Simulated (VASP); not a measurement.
BeTe, 2 atoms in the cell. It takes space group F-43m (No. 216, cubic). The conventional cell has a = 5.606 Å, b = 5.606 Å, c = 5.606 Å, α = 90.00°, β = 90.00°, γ = 90.00°. Be (site symmetry -43m) has 4 Te at 2.43 Å as nearest neighbours. Around Te (site symmetry -43m) lie 4 Be at 2.43 Å.  The cell isn't the ideal one: a relaxed cell with its volume scaled by 0.96.

* Program: VASP 6.6.1
* Task: relaxation of the atoms
* Functional: PBE
* Potentials or basis: VASP PAW PBE potentials, release 64 (Be, Te)
* Cutoff: 300 eV
* k mesh: 4 × 4 × 4
* Occupations: gaussian, width 0.03 eV
* Spin: no spin polarisation
* Further INCAR settings: ALGO = Fast; EDIFF = 1e-07; IBRION = 2; EDIFFG = -0.01; NSW = 40

Potentials or basis: VASP PAW PBE potentials, release 64 (Be, Te).

The run is started by

```bash
$ cat potpaw_PBE.64/Be/POTCAR potpaw_PBE.64/Te/POTCAR > POTCAR
$ mpirun -np 1 vasp_std > vasp.out
```

Hardware: 1 thread of AMD EPYC 7R13 Processor (Zen 3), with other jobs on the host.

Estimate the wall time of this run.

Wall time 3.2 s on 1 thread of AMD EPYC 7R13 Processor (Zen 3), with other jobs on the host, peak memory 0.1 GiB. Counts: scf iterations 14, k points 8, ion steps 1.
